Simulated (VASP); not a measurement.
Set up this calculation in VASP 6.6.1, as the native input.

- Task: relaxation of cell and atoms
- Functional: r2SCAN
- Potentials or basis: VASP PAW PBE potentials, release 64 (Fe)
- Cutoff: 600 eV
- k mesh: 13 × 13 × 13
- Occupations: methfessel-paxton, width 0.1 eV
- Spin: collinear spin, ferromagnetic start
- Starting moments: [3.0] μB
- Further INCAR settings: ALGO = Normal; EDIFF = 1e-06; IBRION = 2; EDIFFG = -0.02; NSW = 60; ISIF = 3

The structure of Fe lies in POSCAR:

```
Fe
1.0
   -1.4430000000      1.4430000000      1.4430000000
    1.4430000000     -1.4430000000      1.4430000000
    1.4430000000      1.4430000000     -1.4430000000
Fe
1
Direct
    0.0000000000      0.0000000000      0.0000000000
```

These files were run (other wordings do the same):

INCAR

```
PREC = Accurate
ENCUT = 600
EDIFF = 1E-6
ISMEAR = 1
SIGMA = 0.1
LREAL = F
LASPH = T
NELM = 150
ALGO = Normal
ISIF = 3
LWAVE = F
LCHARG = F
ISPIN = 2
MAGMOM = 3
LORBIT = 11
LMAXMIX = 4
METAGGA = R2SCAN
LMIXTAU = T
IBRION = 2
NSW = 60
EDIFFG = -0.02
```

KPOINTS

```
Automatic mesh
0
Gamma
  13 13 13
```

Potentials or basis: VASP PAW PBE potentials, release 64 (Fe).

The run is started by

```bash
$ cat potpaw_PBE.64/Fe/POTCAR > POTCAR
$ mpirun -np 1 vasp_std > vasp.out
```

Results of the run:

The relaxed volume is 11.74 Å³/atom, the relaxed cell is a = 2.480 Å, b = 2.480 Å, c = 2.480 Å, α = 109.47°, β = 109.47°, γ = 109.47° and the space group after relaxing (to 0.05 Å) is Im-3m (No. 229). The energy gained by relaxing is 4.0 meV/atom. The ionic steps are 3. The pressure after relaxing is 0.0 GPa. The band gap on the k mesh is none (metal or under the smearing width). The net moment is 2.65 μB per cell and the site moments are Fe +2.72 μB. The valence electrons inside the program's atomic spheres are Fe 7.21.

Caveat: the PAW data sets were made with another functional, which shifts forces and pressure a little.

Wall time 2.1 min on 1 thread of Intel(R) Xeon(R) Platinum 8488C (Sapphire Rapids) (shared host), peak memory 0.15 GiB.
